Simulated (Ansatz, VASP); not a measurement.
**Al in VASP and in Ansatz**

Contents of INCAR:

```
ALGO = Normal
EDIFF = 1E-6
EDIFFG = -0.005
ENCUT = 600
GGA = PE
IBRION = 2
ISIF = 3
ISMEAR = 0
LASPH = True
LCHARG = False
LREAL = False
LWAVE = False
NELM = 60
NSW = 100
PREC = Accurate
SIGMA = 0.1
```

Contents of KPOINTS:

```
k-points
0
Gamma
  18 18 18
```

POSCAR

```
Al
1.0
    0.0000000000      2.0248050000      2.0248050000
    2.0248050000      0.0000000000      2.0248050000
    2.0248050000      2.0248050000      0.0000000000
Al
1
Direct
    0.0000000000      0.0000000000      0.0000000000
```

Input for Ansatz:

```yaml
crystal:
  lattice:
    - [0.0, 2.024805, 2.024805]
    - [2.024805, 0.0, 2.024805]
    - [2.024805, 2.024805, 0.0]
  atoms:
    - { symbol: Al, position: [0.0, 0.0, 0.0] }
basis:
  ecutwfc: 420
kpoints:
  mp_grid: { grid: [18, 18, 18] }
hamiltonian:
  xc: pbe
scf:
  occupations: { method: gaussian, width: 0.1 }
output:
  forces: true
  stress: true
  eigenvalues: true
  write_density: true
  write_potential: true
  elf: true
  volumetric_format: npy
relax:
  adjacent_minimum: "off"
  f_tol: 0.005
  max_steps: 80
  cell: { stress_tol: 0.05 }
```

Alike in both runs: task relaxation of cell and atoms; functional PBE; k mesh 18 × 18 × 18; occupations gaussian, width 0.1 eV; no spin polarisation.

|  | VASP | Ansatz |
| --- | --- | --- |
| version | VASP 6.6.1 | Ansatz 0.2.0 |
| potentials or method | VASP PAW PBE potentials, release 64 (Al) | scalar-relativistic, plane waves, PAW |
| plane-wave cutoff (eV) | 600 | 420 |
| valence electrons in the cell | 3 | 3 |

|  | VASP | Ansatz | Ansatz less VASP |
| --- | --- | --- | --- |
| gap on the k mesh at the Fermi level, each at its own relaxed structure (eV) | none | none | - |
| relaxed volume (Å³/atom) | 16.49 | 16.50 | +0.009 |
| relaxed cell length with the largest relative difference (Å) | 2.857 | 2.858 | +0.0005 |

A gap of «none» marks a metal or a gap that the smearing closes.
